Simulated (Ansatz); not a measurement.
NbP:

```xyz
4
Lattice="-1.6749 1.6749 5.7401 1.6749 -1.6749 5.7401 1.6749 1.6749 -5.7401" Properties=species:S:1:pos:R:3 pbc="T T T"
Nb    1.6749    0.0000    2.8687
Nb    0.0000    0.0000    5.7387
P     0.0000    1.6749    3.8200
P     0.0000    0.0000    0.9500
```

The cell is a database's computed one.

| Property | Result |
| --- | --- |
| Program | Ansatz 0.2.0 |
| Task | relaxation of cell and atoms |
| Functional | revPBE |
| Dispersion | D3(BJ) |
| Potentials or basis | Ansatz PAW |
| Cutoff | 420 eV (not typed: the program's choice for these potentials) |
| k mesh | 11 × 11 × 11 |
| Occupations | fermi-dirac, width 0.05 eV |
| Spin | no spin polarisation |

At the start: volume 16.10 Å³/atom.

Where does the relaxation end?

It ends after 5 steps and the volume is 15.14 Å³/atom (-6.0 %); space group I4_1md (No. 109, to 0.05 Å).

Step by step:
| step | energy change (eV) | largest force (eV/Å) | volume (Å³) |
| --- | --- | --- | --- |
| 1 | 0.0000 | 0.0169 | 64.41 |
| 2 | -0.0927 | 0.0220 | 58.40 |
| 3 | -0.1450 | 0.0055 | 60.76 |
| 4 | -0.1455 | 0.0006 | 60.55 |
| 5 | -0.1449 | 0.0006 | 60.55 |

Final structure:
```
Nb P
1.0
    -1.64874    1.64874    5.56837
     1.64874   -1.64874    5.56837
     1.64874    1.64874   -5.56837
Nb P
2 2
Direct
  0.25043 0.75043 0.50000
  0.50043 0.50043 0.00000
  0.83220 0.33220 0.50000
  0.08220 0.08220 0.00000
```

Caveat: the plane-wave basis is chosen anew once the cell has moved, so the energies of steps on either side of that aren't comparable; the PAW data sets come from PBE, with cores solved anew for the run's functional, which leaves a small shift of forces and pressure.
